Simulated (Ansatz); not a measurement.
Runs of Ansatz 0.2.0 on PbO2. Symmetry: Fm-3m, No. 225, cubic system. Conventional cell: a = 5.404 Å, b = 5.404 Å, c = 5.404 Å, α = 90.00°, β = 90.00°, γ = 90.00°. Around Pb (site symmetry m-3m) lie 8 O at 2.34 Å. Around O (site symmetry -43m) lie 4 Pb at 2.34 Å. The cell comes from a database or a generator and needn't be the stable form of this composition.

| task | level | potentials or basis | spin | cell | k mesh | cutoff (eV) | smearing | other keys | gap on the mesh (eV) | pressure (GPa) | V0 of scaled cells (Å³/atom) | B0 (GPa) | largest force (eV/Å) |
| --- | --- | --- | --- | --- | --- | --- | --- | --- | --- | --- | --- | --- | --- |
| equation of state | PBE | Ansatz PAW | off | as given | 9 × 9 × 9 | 420 | fermi-dirac 0.05 eV | - | - | - | 13.19 | 134 | - |
| atomic charges | r2SCAN0 | Ansatz PAW | SOC, no magnetisation | cell strained at random at fixed volume | 6 × 6 × 6 | 500 | fermi-dirac 0.1 eV | basis.ecutrho_ratio = 8; hamiltonian.pseudopotentials = kind paw_fr; … | none | -15.7 | - | - | 0.13 |
| single point | HF+D4 | Ansatz PAW | SOC, no magnetisation | as given | 5 × 5 × 5 | 420 | fermi-dirac 0.15 eV | scf.eigensolver.kind = davidson | (b) | (a) | - | - | - |
| equation of state | BLYP+D4 | JTH PAW LDA | off | as given | 9 × 9 × 9 | 1800 | fermi-dirac 0.025 eV | - | - | - | 13.21 | 128 | - |
| single point | PBE | Ansatz PAW | off | atoms moved at random, drawn with an rms of 0.05 Å | 9 × 9 × 9 | 420 | fermi-dirac 0.05 eV | - | none | 0.8 | - | - | 0.51 |
| single point | PBE | Ansatz PAW | off | as given | 9 × 9 × 9 | 420 | fermi-dirac 0.05 eV | - | none | 0.4 | - | - | - |

Problem. Estimate the missing entries.

Solution. (a) -32.8; (b) 5.77.

Caveats: the PAW data sets come from PBE, with cores solved anew for the run's functional, which leaves a small shift of forces and pressure (some runs); the thresholds are loose for stress (some runs); the cell as given lies far from equilibrium (some runs); odd divisions of the mesh miss points on the zone boundary, where band edges often lie, so the gap on the mesh can be too wide (some runs); so large a pressure means that the cell lies far from this level's equilibrium, or that cutoff or potentials fall short (some runs); the potentials were made for another functional, which shifts forces and pressure (some runs).

A k mesh can miss the band edges, and rows without SOC leave out spin-orbit coupling on Pb.

A gap of «none» marks a metal or a gap under the smearing width.
